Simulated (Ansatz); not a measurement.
Level of theory: DFT PBE, scalar-relativistic, plane waves, PAW (Ansatz 0.2.0). All cells share a 420 eV cutoff and Γ-centred k meshes spaced at most about 0.3 Å⁻¹ (about 0.25 or finer for metals, 2π included). No spin polarisation.

These are static total energies at zero pressure. Both are relaxed sheets, periodic along a and b.

Two relaxed structures of Hf:

A.

```yaml
crystal:
  periodic: [true, true, false]
  lattice:
    - [2.77876, 0.00000, 0.00000]
    - [0.00000, 2.77876, 0.00000]
    - [0.00000, 0.00000, 23.80000]
  atoms:
    - { symbol: Hf, position: [0.00000, 0.00000, 0.29412] }
```

B.

```yaml
crystal:
  periodic: [true, true, false]
  lattice:
    - [2.93352, 0.00000, 0.00000]
    - [-1.46676, 2.54050, 0.00000]
    - [0.00000, 0.00000, 23.80000]
  atoms:
    - { symbol: Hf, position: [0.00000, 0.00000, 0.29412] }
```

Task: Which would you expect to be lower, and how large is the difference?

Result: B is lower, by 0.34 eV/atom. A has layer group p4/mmm (No. 61), 7.7 Å²/atom and no gap on its mesh; B has layer group p6/mmm (No. 80), 7.5 Å²/atom and no gap. Counting all near atoms (those within 1.25 times the shortest distance at each site), A has Hf 4 and B has Hf 6. In A, Hf at height 0.00 Å has 4 Hf at 2.78 Å. In B, Hf at height 0.00 Å has 6 Hf at 2.93 Å. Both come from invented guesses. The lowest form computed isn't among them: it has layer group p4mm (No. 55), 5.4 Å²/atom and lies 0.38 eV/atom below the best shown.

Spin–orbit coupling, which can matter for Hf, is left out. Cells relaxed within their symmetry can be saddle points. Some structure types and database cells were kept out of the candidates from the start, so a known form may be missing.
